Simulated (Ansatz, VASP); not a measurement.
## One calculation of Ga4P, two programs

```
Ga P
1.0
     6.03103    0.00000    0.00000
     0.00000    6.03103    0.00000
     0.00000    0.00000    5.26853
Ga P
8 2
Direct
  0.66364 0.83636 0.27701
  0.83636 0.33636 0.27701
  0.16364 0.33636 0.72299
  0.83636 0.66364 0.72299
  0.66364 0.16364 0.72299
  0.33636 0.83636 0.72299
  0.33636 0.16364 0.27701
  0.16364 0.66364 0.27701
  0.50000 0.50000 0.00000
  0.00000 0.00000 0.00000
```

Change from the starting cell: species swapped into the PtPb4 type (P4/nbm, No. 125).

Alike in both runs: functional PBE; k mesh 4 × 4 × 4; occupations gaussian, width 0.1 eV; no spin polarisation.

Ansatz relaxed the structure, and its values are those at the end. VASP's run is a single point on that final structure, the one shown.

```csv
,VASP,Ansatz
version,VASP 6.6.1,Ansatz 0.2.0
potentials or method,"VASP PAW PBE potentials, release 64 (Ga_d, P)","scalar-relativistic, plane waves, PAW"
plane-wave cutoff (eV),520,420
valence electrons in the cell,114,114
```

```tsv
	VASP	Ansatz	Ansatz less VASP
gap on the k mesh at the Fermi level (eV)	none	none	-
pressure (GPa)	0.1	0.0	-0.06
rms of the force components (eV/Å)	0.009	0.009	+0.0002
```

A gap of «none» marks a metal or a gap that the smearing closes. The functional is the same, so the differences come from potentials, cutoffs and numerics.
